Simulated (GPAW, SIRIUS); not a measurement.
Given: the input of a run of SIRIUS 7.10.0 on Ta2N. The cell comes from a database or a generator and needn't be the stable form of this composition.

Contents of sirius.json:

```json
{
  "control": {
    "processing_unit": "cpu",
    "verbosity": 2,
    "num_bands_to_print": 24,
    "print_forces": true,
    "print_stress": true
  },
  "parameters": {
    "electronic_structure_method": "pseudopotential",
    "xc_functionals": ["XC_GGA_X_PBE_SOL", "XC_GGA_C_PBE_SOL"],
    "gk_cutoff": 9.2,
    "pw_cutoff": 18.4,
    "ngridk": [10, 10, 6],
    "shiftk": [0, 0, 0],
    "smearing": "fermi_dirac",
    "smearing_width": 0.0018374661,
    "num_bands": 24,
    "num_mag_dims": 0,
    "num_dft_iter": 100,
    "energy_tol": 1e-08,
    "density_tol": 1e-06
  },
  "iterative_solver": {
    "type": "davidson",
    "min_tolerance": 1e-09,
    "tolerance_scale": [0.1, 0.25]
  },
  "mixer": {
    "type": "anderson",
    "beta": 0.7,
    "max_history": 8
  },
  "settings": {
    "tol_ne": 1e-10,
    "pseudo_grid_cutoff": 6.5
  },
  "unit_cell": {
    "lattice_vectors": [
      [5.88245571023, 0.0, 0.0],
      [-2.941227855115, 5.094356081585, 0.0],
      [0.0, 0.0, 9.202665760474]
    ],
    "atom_coordinate_units": "lattice",
    "atom_types": ["Ta", "N"],
    "atom_files": {
      "Ta": "Ta.json",
      "N": "N.json"
    },
    "atoms": {
      "Ta": [
        [0.3333333333, 0.6666666667, 0.254711],
        [0.6666666667, 0.3333333333, 0.745289]
      ],
      "N": [
        [0.0, 0.0, 0.0]
      ]
    }
  }
}
```

Potentials or basis: PseudoDojo 0.4.1 PBEsol standard (scalar relativistic).

The run is started by

```console
$ upf_to_json Ta.upf
$ upf_to_json N.upf
$ OMP_NUM_THREADS=1 sirius.scf --input=sirius.json --output=out.json --task=0
```

Set up the same calculation for GPAW 26.7.0 (ASE script). Potentials or basis there: PAW data sets generated for this functional, cutoff 800 eV.

As run (cutoffs and basis follow the program's own potentials, and thresholds, step limits or extra output files can differ):

Contents of run.py:

```python
from ase import Atoms
from ase.dft.bandgap import bandgap
from ase.io import write
from ase.units import Bohr, GPa
from gpaw import GPAW, PW, setup_paths
from gpaw.elf import elf_from_dft_calculation

setup_paths.insert(0, '.')

atoms = Atoms(['Ta', 'Ta', 'N'],
              cell=[[3.112861506, 0.0, 0.0],
                    [-1.556430753, 2.6958171426, 0.0],
                    [0.0, 0.0, 4.869841]],
              scaled_positions=[[0.3333333333, 0.6666666667, 0.254711],
                                [0.6666666667, 0.3333333333, 0.745289],
                                [0.0, 0.0, 0.0]],
              pbc=True)

calc = GPAW(mode=PW(800),
            xc='PBEsol',
            kpts={'size': (10, 10, 6), 'gamma': True},
            occupations={'name': 'fermi-dirac', 'width': 0.05},
            nbands=30,
            convergence={'density': 1e-05, 'energy': 1e-05},
            maxiter=150,
            txt='gpaw.txt')
atoms.calc = calc
energy = atoms.get_potential_energy()
forces = atoms.get_forces()
stress = atoms.get_stress()
calc.write('gs.gpw')
write('result.traj', atoms)
print(f'Energy: {energy:.6f} eV')
print('Forces (eV/A):')
print(forces.round(4))
print('Stress (GPa):', (stress / GPa).round(3))
print('Fermi level:', round(calc.get_fermi_level(), 4), 'eV')
print(f'Gap: {bandgap(calc)[0]:.4f} eV, direct: {bandgap(calc, direct=True)[0]:.4f} eV')

# fields on the real-space grid
write('density.cube', atoms, data=calc.get_pseudo_density() * Bohr**3)
write('potential.cube', atoms, data=calc.get_electrostatic_potential())
write('elf.cube', atoms, data=elf_from_dft_calculation(calc).data)
```

Potentials or basis: PAW data sets generated in the run's folder for this functional, pw.

Launch:

```bash
$ gpaw-setup -f PBEsol N Ta
$ OMP_NUM_THREADS=1 python run.py
```

Both were run:

|  | SIRIUS | GPAW |
| --- | --- | --- |
| Pressure | -9.2 GPa | -9.0 GPa |
| Largest force | 0.290 eV/Å | 0.262 eV/Å |

Pressure is positive in compression.
